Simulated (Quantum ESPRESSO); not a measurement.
MnSi: zone-centre phonons under several settings

```xyz
2
Lattice="0.0000 2.5272 2.5272 2.5272 0.0000 2.5272 2.5272 2.5272 0.0000" Properties=species:S:1:pos:R:3 pbc="T T T"
Mn    0.0000    0.0000    0.0000
Si    1.2636    1.2636    1.2636
```

The cell was built by a generator and needn't be a form met in nature.

All runs used Quantum ESPRESSO 7.5; potentials GBRV 1.5 LDA; k mesh 6 × 6 × 6; collinear spin, ferromagnetic start; cutoff 612 eV; occupations cold, width 0.2 eV.

```tsv
level	geometry	volume (Å³/atom)	pressure (GPa)	lowest optical mode without the field (cm⁻¹)
LDA	relaxed at 0 GPa	17.80	-0.1	383
LDA	relaxed at 5 GPa	?	5.0	?
LDA	relaxed at 10 GPa	16.03	10.0	453
LDA	relaxed at 20 GPa	14.87	20.0	492
LDA	relaxed at 40 GPa	13.30	39.9	538
```

Q: What stands in the row left open?

A: Volume 16.77 Å³/atom; lowest optical mode without the field 423 cm⁻¹.

Caveats: the mesh is thin for the phonons of a metal; the cell is more than 3 GPa from zero pressure, which shifts response properties (some runs); the volume moved by over 15 % at a fixed basis, so the end points are rough (some runs); the moment fell far below its start of 4 μB, so a state of higher moment may lie lower in energy (some runs).

For the row left open. Caveat: the k mesh is coarse; the mesh is thin for the phonons of a metal; the cell is more than 3 GPa from zero pressure, which shifts response properties.
